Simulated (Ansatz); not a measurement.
## Fitting the PBEsol energy curve of Sn

```cif
data_structure
_symmetry_space_group_name_H-M 'P 1'
_symmetry_Int_Tables_number 1
_cell_length_a 3.2816
_cell_length_b 3.2816
_cell_length_c 3.2816
_cell_angle_alpha 109.471
_cell_angle_beta 109.471
_cell_angle_gamma 109.471
_cell_volume 27.20
loop_
_atom_site_label
_atom_site_type_symbol
_atom_site_fract_x
_atom_site_fract_y
_atom_site_fract_z
_atom_site_occupancy
Sn1 Sn 0.00000 0.00000 0.00000 1
```

This isn't the form of Sn at room conditions, which is tetragonal (white tin).

The cell was scaled at fixed shape and fractions and run with Ansatz, all-electron LAPW, scalar-relativistic; PBEsol, k mesh 10 × 10 × 10 on the cell of 1 atom, fermi-dirac occupations of 0.05 eV, no spin polarisation, no spin-orbit coupling. Energies are those that the program minimises, any entropy of the smearing included. For a metal such a mesh isn't converged to the digits shown.

| V (Å³/atom) | energy over the lowest row (meV/atom) |
| --- | --- |
| 25.5727 | 0.96 |
| 26.1168 | 0.00 |
| 26.6609 | 2.71 |
| 27.2050 | 8.63 |
| 27.7491 | 17.38 |
| 28.2932 | ? |
| 28.8373 | 42.16 |

Problem. Fit the third-order Birch-Murnaghan form, give V0, B0 and B′, and predict the energy left open.

Solution. With y = (V0/V)^(2/3), E = E0 + (9 V0 B0/16) [(y - 1)³ B′ + (y - 1)² (6 - 4y)]. Least squares through the rows shown give V0 = 25.9772 Å³/atom, E0 = -0.11 meV, B0 = 52.84 GPa (1 eV/Å³ = 160.218 GPa) and B′ = 4.91, with a largest miss of 0.01 meV. At V = 28.2932 the form with these constants gives 28.67 meV; the run gave 28.65 meV an atom.

The one-atom cell is body-centred cubic, and its fitted minimum at 25.9772 Å³/atom lies between the two smallest volumes sampled. The energy rises steadily on expansion from there, but less steeply than a parabola with the curvature of the minimum would, which is what the positive B′ of 4.91 expresses. Stretching the metal weakens the overlap of the 5s and 5p states and the bonding gained from their broad bands, while compression raises the kinetic energy and the repulsion between closed shells ever faster.

The open energy is reproduced closely, but it lies between fitted volumes, so the agreement tests the smoothness of the curve and the interpolation, not the accuracy of the functional. With only one row on the compressed side of the minimum, B′ rests largely on the expanded branch and is probably less secure than V0, as is any extrapolation to high pressure. A minimum under uniform scaling also leaves open whether this lattice resists shear or a tetragonal distortion.
